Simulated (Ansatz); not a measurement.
# WS2 (Tungstenite) in Ansatz: the effect of Hubbard term

The system is WS2 (Tungstenite).

```
W S
1.0
     3.18000    0.00000    0.00000
    -1.59000    2.75396    0.00000
     0.00000    0.00000   12.50000
W S
2 4
Direct
  0.66667 0.33333 0.75000
  0.33333 0.66667 0.25000
  0.66667 0.33333 0.37500
  0.33333 0.66667 0.87500
  0.66667 0.33333 0.12500
  0.33333 0.66667 0.62500
```

Alike in all runs:

```yaml
Program: Ansatz 0.2.0
Task: band structure
Functional: PBE
Potentials_or_basis: Ansatz PAW
Cutoff: "420 eV (not typed: the program's choice for these potentials)"
k_mesh: 10 × 10 × 3
Occupations: fermi-dirac, width 0.05 eV
Spin: no spin polarisation
Path: "[[\"G\", \"M\", \"K\", \"G\", \"A\", \"L\", \"H\", \"A\"], [\"L\", \"M\"], [\"K\", \"H\"]]"
Points_for_each_segment_of_the_path: 14
Hubbard_projectors: ortho-atomic (the default)
Double_counting: fll (the default)
```

```csv
Hubbard term,pressure (GPa)
none,2.3
W d U = 1 eV,2.3
W d U = 2 eV,2.4
W d U = 3 eV,2.5
W d U = 4 eV,2.6
W d U = 5 eV,2.7
W d U = 6 eV,3.0
W d U = 8 eV,?
```

What does the run with Hubbard term W d U = 8 eV give?

Pressure 4.4 GPa.

Worked out: A parabola through the other rows of the pressure, of slope 0.289 GPa per eV there, extrapolates to 3.5 GPa, against the run's 4.4. The fit is too stiff a form for this range.

Caveats: this functional lacks dispersion, which binds the layers, so the pressure and a relaxed spacing across them are unreliable.
